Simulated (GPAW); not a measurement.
# PbSe (Clausthalite) (Fm-3m) in GPAW: a series of runs

One crystal, PbSe (Clausthalite), is run at these levels: BLYP+D3(BJ), SCAN; tasks: equation of state, band structure.

Program: GPAW 26.7.0. These are calculated values, not measurements. Logs are shortened: lines on timing, memory, paths and dates and some standing lists are left out, and cuts for length are marked. The log counts tension as positive stress, the text compression.

**The experiment to reproduce.**

From a printed reference work, monograph, for a bulk crystal of PbSe at 300 K: band gap 0.28 eV (direct).

How close the calculation comes is told below.

## Step 1: Starting point

Symmetry: Fm-3m, No. 225, cubic system. The conventional cell has a = 6.121 Å, b = 6.121 Å, c = 6.121 Å, α = 90.00°, β = 90.00°, γ = 90.00°. Pb (site symmetry m-3m) has 6 Se at 3.06 Å as nearest neighbours. Se (site symmetry m-3m) is surrounded by 6 Pb at 3.06 Å.

## Step 2: Equation of state, BLYP+D3(BJ)

run.py reads:

```python
from ase.calculators.mixing import SumCalculator
from ase.eos import EquationOfState
from ase.io import Trajectory, read
from ase.units import GPa
from dftd3.ase import DFTD3
from gpaw import GPAW, PW, setup_paths

setup_paths.insert(0, '.')

atoms = read('PbSe.xyz')

traj = Trajectory('eos.traj', 'w')
volumes, energies = [], []
for x in [0.94, 0.96, 0.98, 1.0, 1.02, 1.04, 1.06]:
    a = atoms.copy()
    a.set_cell(atoms.cell * x**(1 / 3), scale_atoms=True)
    calc = GPAW(mode=PW(600),
                xc='BLYP',
                kpts={'size': (6, 6, 6), 'gamma': True},
                occupations={'name': 'fermi-dirac', 'width': 0.05},
                nbands=19,
                convergence={'density': 1e-05, 'energy': 1e-05},
                eigensolver='davidson',
                maxiter=150,
                txt=f'eos-{x:.2f}.txt')
    a.calc = SumCalculator([calc, DFTD3(method='blyp', damping='d3bj')])
    energies.append(a.get_potential_energy())
    volumes.append(a.get_volume())
    p = -a.get_stress()[:3].mean() / GPa
    calc.write(f'eos-{x:.2f}.gpw')
    traj.write(a)
    print(f'{x:.2f} {volumes[-1]:10.4f} A^3 {energies[-1]:14.6f} eV {p:9.3f} GPa', flush=True)

v0, e0, B = EquationOfState(volumes, energies, eos='birchmurnaghan').fit()
print(f'V0 = {v0:.4f} A^3, E0 = {e0:.6f} eV, B0 = {B / GPa:.2f} GPa')
```

PbSe.xyz reads:

```xyz
2
Lattice="0.0000000000 3.0606500000 3.0606500000 3.0606500000 0.0000000000 3.0606500000 3.0606500000 3.0606500000 0.0000000000" Properties=species:S:1:pos:R:3 pbc="T T T"
Pb     0.0000000000      0.0000000000      0.0000000000
Se     3.0606500000      3.0606500000      3.0606500000
```

Potentials or basis: PAW data sets generated in the run's folder for this functional, pw.

Started as:

```sh
> gpaw-setup -f BLYP Pb Se
> OMP_NUM_THREADS=1 python run.py
```

Output:

```text
__  _  _
 | _ |_)|_||  |
 |__||  | ||/\| - 26.7.0

Input parameters:
  mode=PW(ecut=600.0),
  convergence={'density': 1e-05, 'energy': 1e-05},
  eigensolver=Davidson(niter=2),
  kpts=MonkhorstPack(size=(6, 6, 6), gamma=True),
  maxiter=150,
  nbands=19,
  occupations=Occupations(name='fermi-dirac', width=0.05),
  xc=XC(name='BLYP')

Diagonalizing LCAO Hamiltonian
Converting LCAO to pw mode

                Se

       Pb

Atoms  # Å, Bohr magnetons
|   | symbol |        x |        y |        z |    initial magnetic moments |
|---|--------|----------|----------|----------|-----------------------------|
| 0 |     Pb | 0.000000 | 0.000000 | 0.000000 | ( 0.0000,  0.0000,  0.0000) |
| 1 |     Se | 2.998170 | 2.998170 | 2.998170 | ( 0.0000,  0.0000,  0.0000) |

Unit cell  # Å
| periodic |        x |        y |        z |  lengths |    angles |
|----------|----------|----------|----------|----------|-----------|
|      yes | 0.000000 | 2.998170 | 2.998170 | 4.240053 | 60.000000 |
|      yes | 2.998170 | 0.000000 | 2.998170 | 4.240053 | 60.000000 |
|      yes | 2.998170 | 2.998170 | 0.000000 | 4.240053 | 60.000000 |

Number of symmetries: 48
Symmetry operations  # r_c * U_cc + t_c -> r_c
|    | kind |            matrix            |
|----|------|------------------------------|
|  0 |  σ   |  1, 0, 0,  1, 0,-1,  1,-1, 0 |
|  1 |  C2  |  1, 0, 0,  1,-1, 0,  1, 0,-1 |
|  2 |  E   |  1, 0, 0,  0, 1, 0,  0, 0, 1 |
|  3 |  σ   |  1, 0, 0,  0, 0, 1,  0, 1, 0 |
|  4 |  C4  |  1, 0,-1,  1, 0, 0,  1,-1, 0 |
|  5 |  S6  |  1, 0,-1,  1,-1, 0,  1, 0, 0 |
|  6 |  σ   |  1, 0,-1,  0, 1,-1,  0, 0,-1 |
|  7 |  C3  |  1, 0,-1,  0, 0,-1,  0, 1,-1 |
|  8 |  S6  |  1,-1, 0,  1, 0, 0,  1, 0,-1 |
|  9 |  C4  |  1,-1, 0,  1, 0,-1,  1, 0, 0 |
| 10 |  C3  |  1,-1, 0,  0,-1, 1,  0,-1, 0 |
| 11 |  σ   |  1,-1, 0,  0,-1, 0,  0,-1, 1 |
| 12 |  σ   |  0, 1, 0,  1, 0, 0,  0, 0, 1 |
| 13 |  C4  |  0, 1, 0,  0, 1,-1, -1, 1, 0 |
| 14 |  C3  |  0, 1, 0,  0, 0, 1,  1, 0, 0 |
| 15 |  S6  |  0, 1, 0, -1, 1, 0,  0, 1,-1 |
| 16 |  C2  |  0, 1,-1,  1, 0,-1,  0, 0,-1 |
| 17 |  σ   |  0, 1,-1,  0, 1, 0, -1, 1, 0 |
| 18 |  S4  |  0, 1,-1,  0, 0,-1,  1, 0,-1 |
| 19 |  C4  |  0, 1,-1, -1, 1, 0,  0, 1, 0 |
| 20 |  C3  |  0, 0, 1,  1, 0, 0,  0, 1, 0 |
| 21 |  σ   |  0, 0, 1,  0, 1, 0,  1, 0, 0 |
| 22 |  S6  |  0, 0, 1,  0,-1, 1, -1, 0, 1 |
| 23 |  C4  |  0, 0, 1, -1, 0, 1,  0,-1, 1 |
| 24 |  S4  |  0, 0,-1,  1, 0,-1,  0, 1,-1 |
| 25 |  C3  |  0, 0,-1,  0, 1,-1,  1, 0,-1 |
| 26 |  C2  |  0, 0,-1,  0,-1, 0, -1, 0, 0 |
| 27 |  S6  |  0, 0,-1, -1, 0, 0,  0,-1, 0 |
| 28 |  S4  |  0,-1, 1,  1,-1, 0,  0,-1, 0 |
| 29 |  C4  |  0,-1, 1,  0, 0, 1, -1, 0, 1 |
| 30 |  C2  |  0,-1, 1,  0,-1, 0,  1,-1, 0 |
| 31 |  σ   |  0,-1, 1, -1, 0, 1,  0, 0, 1 |
| 32 |  C3  |  0,-1, 0,  1,-1, 0,  0,-1, 1 |
| 33 |  S6  |  0,-1, 0,  0, 0,-1, -1, 0, 0 |
| 34 |  S4  |  0,-1, 0,  0,-1, 1,  1,-1, 0 |
| 35 |  C2  |  0,-1, 0, -1, 0, 0,  0, 0,-1 |
| 36 |  C2  | -1, 1, 0,  0, 1, 0,  0, 1,-1 |
| 37 |  S6  | -1, 1, 0,  0, 1,-1,  0, 1, 0 |
| 38 |  S4  | -1, 1, 0, -1, 0, 1, -1, 0, 0 |
| 39 |  C3  | -1, 1, 0, -1, 0, 0, -1, 0, 1 |
| 40 |  S6  | -1, 0, 1,  0, 0, 1,  0,-1, 1 |
| 41 |  C2  | -1, 0, 1,  0,-1, 1,  0, 0, 1 |
| 42 |  C3  | -1, 0, 1, -1, 1, 0, -1, 0, 0 |
| 43 |  S4  | -1, 0, 1, -1, 0, 0, -1, 1, 0 |
| 44 |  C2  | -1, 0, 0,  0, 0,-1,  0,-1, 0 |
| 45 |  i   | -1, 0, 0,  0,-1, 0,  0, 0,-1 |
| 46 |  σ   | -1, 0, 0, -1, 1, 0, -1, 0, 1 |
| 47 |  C2  | -1, 0, 0, -1, 0, 1, -1, 1, 0 |

BZ-sampling:
  Number of BZ points: 216
  Number of IBZ points: 16

  Monkhorst-Pack size: [6, 6, 6]
  Monkhorst-Pack shift: [0.08333333333333333, 0.08333333333333333, 0.08333333333333333]

K-points  # in reciprocal-cell coordinates
|     |                                coordinates |     weight |
|-----|--------------------------------------------|------------|
|   0 | (  0.00000000,   0.00000000,   0.00000000) | 0.00462963 |
|   1 | (  0.16666667,   0.16666667,   0.00000000) | 0.02777778 |
|   2 | (  0.16666667,   0.16666667,   0.16666667) | 0.03703704 |
|   3 | (  0.33333333,   0.16666667,   0.16666667) | 0.05555556 |
|   4 | (  0.33333333,   0.33333333,  -0.33333333) | 0.05555556 |
|   5 | (  0.33333333,   0.33333333,   0.00000000) | 0.02777778 |
|   6 | (  0.33333333,   0.33333333,   0.16666667) | 0.11111111 |
|   7 | (  0.33333333,   0.33333333,   0.33333333) | 0.03703704 |
|   8 | (  0.50000000,   0.33333333,  -0.33333333) | 0.11111111 |
|   9 | (  0.50000000,   0.33333333,  -0.16666667) | 0.05555556 |
| ... |                                            |            |
|  15 | (  0.50000000,   0.50000000,   0.50000000) | 0.01851852 |

Plane wave coefficients: 1820
Cutoff: 600.0 eV

Spin-components: 1 (collinear spins)
Bands:           19
Projectors:      11
Spin-degeneracy: 2
Datatype:        complex128

Parallelization:
  kpt:    1
  domain: 1
  band:   1

Density:
  Valence electrons: 20.0
  Components: 1
  Grid points: [24 24 24]
  Charge: 0.0  # |e|

Potential:
  Grid points: [24 24 24]

species:
  Pb:
    name:    Lead
    Z:       82.0
    valence: 14
    core:    68
    charge:  0.0  # [|e|]
    compensation charges:
      type: gauss
      rc: 0.38  # [Å]
      lmax: 2
    cutoffs:
      filter: 2.36  # [Å]
      core: 2.43  # [Å]
    projectors
    | kind |    occ | energy [eV] | rcut [Å] |
    |------|--------|-------------|----------|
    |   6s |  2.000 |     -11.882 |    1.259 |
    |   6p |  2.000 |      -3.433 |    1.275 |
    |   5d | 10.000 |     -20.985 |    1.217 |
    |    s |        |      15.329 |    1.259 |
    |    p |        |      23.778 |    1.275 |
    |    d |        |       6.227 |    1.217 |

    Using partial waves for Pb as LCAO basis

  Se:
    name:    Selenium
    Z:       34.0
    valence: 6
    core:    28
    charge:  0.0  # [|e|]
    compensation charges:
      type: gauss
      rc: 0.27  # [Å]
      lmax: 2
    cutoffs:
      filter: 1.77  # [Å]
      core: 2.67  # [Å]
    projectors
    | kind |    occ | energy [eV] | rcut [Å] |
    |------|--------|-------------|----------|
    |   4s |  2.000 |     -17.183 |    0.847 |
    |   4p |  4.000 |      -6.370 |    1.005 |
    |    s |        |      10.028 |    0.847 |
    |    p |        |      20.842 |    1.005 |
    |    d |        |       0.000 |    0.847 |

    Using partial waves for Se as LCAO basis

Reference energy: -633418.485990  # eV

eigensolver:
  Davidson
  Converge bands: occupied
  niter=2

density mixing:
  MSR1-Mixer
  Pratt-step length: 0.05
  Maximum mixing coefficient: 0.75
  Old densities: 10
  SVD Regularization: 0.005
  Good broyden scale: 1.0
  Trust region scale: 1.0
  Backstep threshold: 4.0
  History deletion threshold: 6.0
  Fourier metric: weight=20.0, sigma=0.015

occupation numbers:
  Fermi-Dirac:
    width: 0.0500  # eV

poisson solver:
  ecut: 4800.0  # eV

xc functional:
  name: BLYP with 2 nearest neighbor stencil

convergence criteria:
- Maximum integral of absolute [dens]ity change: 1e-05 electrons / valence electron
- Maximum [total energy] change in last 3 cyles: 1e-05 eV / valence electron
- Maximum integral of absolute [eigenst]ate change: 4e-08 eV^2 / valence electron
maximum number of iterations: 150

SCF iterations
|iter     | |      energy | eigst |  dens |
|---------|-|-------------|-------|-------|
|iter:   1| |   -7.368980 | -0.22 |       |
|iter:   2| |   -7.301356 | -1.56 | -1.20 |
|iter:   3| |   -7.071442 | -1.83 | -1.25 |
|iter:   4| |   -7.072383 | -3.54 | -1.88 |
|iter:   5| |   -7.072964 | -4.24 | -2.25 |
|iter:   6| |   -7.072979 | -5.16 | -3.28 |
|iter:   7| |   -7.072983c| -6.38 | -3.83 |
|iter:   8| |   -7.072984c| -6.87 | -4.22 |
|iter:   9| |   -7.072984c| -7.70c| -5.11c|

Converged in 9 steps
Energy contributions relative to reference atoms: (reference = -633418.485990)

Energy contributions:
  Kinetic:          30.963709
  Coulomb:         -29.380958
  Zero:              0.076515
  External:          0.000000
  Xc:               -8.731453
  Entropy:          -0.001593
  Spinorbit:         0.000000
  ----------------------------
  Free energy:      -7.073780
  Extrapolated:     -7.072984

dipole moment: (-25.476869, -25.476869, -25.476869)  # |e|*Ang

Fermi level: 7.522
Eigenvalues  # (at kpt = [0.000, 0.000, 0.000])
| band index |      eig [eV] | occ [0-2] |
|------------|---------------|-----------|
|          0 |        -9.612 |     2.000 |
|        ... |               |           |
|          2 |        -9.602 |     2.000 |
|          3 |        -9.602 |     2.000 |
|          4 |        -9.602 |     2.000 |
|          5 |        -6.772 |     2.000 |
|          6 |         1.080 |     2.000 |
|          7 |         5.208 |     2.000 |
[... 9 lines left out ...]
|         17 |        16.490 |     0.000 |
|         18 |        16.608 |     0.000 |

Gap: 0.170 eV
Transition (v -> c):
  (s=0, k=15, n=9, [0.50, 0.50, 0.50]) -> (s=0, k=15, n=10, [0.50, 0.50, 0.50])
No difference between direct/indirect transitions

Stress tensor  # eV/Ang^3
|         x |         y |         z |
|-----------|-----------|-----------|
| -0.063080 |  0.000000 |  0.000000 |
|  0.000000 | -0.063080 | -0.000000 |
|  0.000000 | -0.000000 | -0.063080 |

# Writing to eos-0.94.gpw (mode='')
```

It took 35 s on 1 thread of Intel Xeon 6975P-C (Granite Rapids), shared host; peak memory 0.23 GiB.

What came out:

| Quantity | Value |
| --- | --- |
| Equilibrium volume | 29.09 Å³/atom |
| Bulk modulus | 49 GPa |
| Pressure derivative of the bulk modulus | 5.4 (rough: it moves with the points fitted) |

Energy against volume, from the lowest point:
```csv
volume (Å³/atom),energy (meV/atom)
26.951,28.31
27.524,14.47
28.097,5.50
28.671,0.83
29.244,0.00
29.818,2.60
30.391,8.02
```

The run has no spin-orbit coupling, so splittings on Pb are missing.

## Step 3: Band structure, SCAN, spin-orbit coupling, no magnetisation

run.py reads:

```python
import numpy as np
from ase.dft.bandgap import bandgap
from ase.io import write
from ase.spacegroup import crystal
from ase.units import GPa
from gpaw import GPAW, PW
from gpaw.spinorbit import soc_eigenstates

# Pb 4a
# Se 4b
atoms = crystal(['Pb', 'Se'],
                basis=[[0.0, 0.0, 0.0],
                       [0.5, 0.0, 0.0]],
                spacegroup=225, setting=1,  # Fm-3m
                cellpar=[6.1213, 6.1213, 6.1213, 90.0, 90.0, 90.0],
                primitive_cell=True)

calc = GPAW(mode=PW(600),
            xc='MGGA_X_SCAN+MGGA_C_SCAN',
            kpts={'size': (6, 6, 6), 'gamma': True},
            occupations={'name': 'fermi-dirac', 'width': 0.05},
            nbands=19,
            convergence={'density': 1e-05, 'energy': 1e-05},
            maxiter=150,
            txt='gpaw.txt')
atoms.calc = calc
energy = atoms.get_potential_energy()
forces = atoms.get_forces()
stress = atoms.get_stress()
calc.write('gs.gpw')
write('result.traj', atoms)
print(f'Energy: {energy:.6f} eV')
print('Forces (eV/A):')
print(forces.round(4))
print('Stress (GPa):', (stress / GPa).round(3))
print('Fermi level:', round(calc.get_fermi_level(), 4), 'eV')
print(f'Gap: {bandgap(calc)[0]:.4f} eV, direct: {bandgap(calc, direct=True)[0]:.4f} eV')

path = atoms.cell.bandpath('GXWKGLUWLK,UX', npoints=100, eps=1e-4)
bs_calc = calc.fixed_density(kpts=path, symmetry='off', nbands=31,
                             convergence={'bands': 'CBM+6.0', 'eigenstates': 1e-6}, txt='bands.txt')
bs = bs_calc.band_structure()
bs.write('bs.json')
print(f'Gap on the path: {bandgap(bs_calc)[0]:.4f} eV')

soc = soc_eigenstates(bs_calc, theta=54.7, phi=45, ignore_xc_potential=True)
np.savetxt('soc_bands.dat', soc.eigenvalues(), fmt='%.4f')
mesh = soc_eigenstates('gs.gpw', theta=54.7, phi=45, ignore_xc_potential=True)
np.savetxt('soc_mesh.dat', mesh.eigenvalues(), fmt='%.4f')
print('Fermi level with spin-orbit coupling:', round(mesh.fermi_level, 4), 'eV')
```

Potentials or basis: GPAW PAW data sets (gpaw-data 1.2.1), pw.

Started as:

```sh
> OMP_NUM_THREADS=1 python run.py
```

Wall time 82 s (1 thread of Intel Xeon 6975P-C (Granite Rapids), shared host); peak memory 0.49 GiB.

It converged, with:

```yaml
Free_energy: -64.2696 eV
Pressure: 0.8 GPa
Band_gap_on_the_k_mesh: 0.30 eV, direct
Band_gap_along_the_path: 0.37 eV, direct
```

Levels at the corners of the path, in eV from the valence-band top:
```
point  band 17  band 18  band 19  band 20  band 21  band 22  band 23  band 24
    Γ    -1.43    -1.43    -1.43    -1.43     3.13     3.13     6.18     6.18
    X    -3.36    -3.36    -2.76    -2.76     4.51     4.51     4.79     4.79
    W    -3.91    -3.91    -0.50    -0.50     2.04     2.04     5.51     5.51
    K    -2.68    -2.68    -2.02    -2.02     3.34     3.34     4.77     4.77
    Γ    -1.43    -1.43    -1.43    -1.43     3.13     3.13     6.18     6.18
    L    -1.09    -1.09     0.00     0.00     0.37     0.37     1.92     1.92
    U    -2.68    -2.67    -2.02    -2.02     3.34     3.34     4.77     4.77
    W    -3.91    -3.91    -0.50    -0.50     2.04     2.04     5.51     5.51
    L    -1.09    -1.09     0.00     0.00     0.37     0.37     1.92     1.92
    K    -2.68    -2.68    -2.02    -2.02     3.34     3.34     4.77     4.77
    U    -2.68    -2.67    -2.02    -2.02     3.34     3.34     4.77     4.77
    X    -3.36    -3.36    -2.76    -2.76     4.51     4.51     4.79     4.79
```

Caveat: spin-orbit coupling was added after a scalar SCF, so levels and gaps hold it while energy, forces, pressure and moments don't; this program's spin-orbit splittings come out too wide for heavy elements; the PAW data sets were made with another functional, which shifts forces and pressure a little.

## Step 4: How close it comes

Step 2. The cell as given is a measured one (28.67 Å³/atom); BLYP+D3(BJ) puts the equilibrium volume +1.5 % from it, thermal expansion not counted.

Step 3. A measured gap of PbSe is 0.28 eV (direct; 300 K; a printed reference work, monograph); the calculated 0.30 eV misses it by +0.02 eV. 2 values of this kind are on record (0.15 to 0.28 eV); this one was drawn at random. The value is that of SCAN on a finite k mesh, which can miss the band edges, without temperature or zero-point motion.
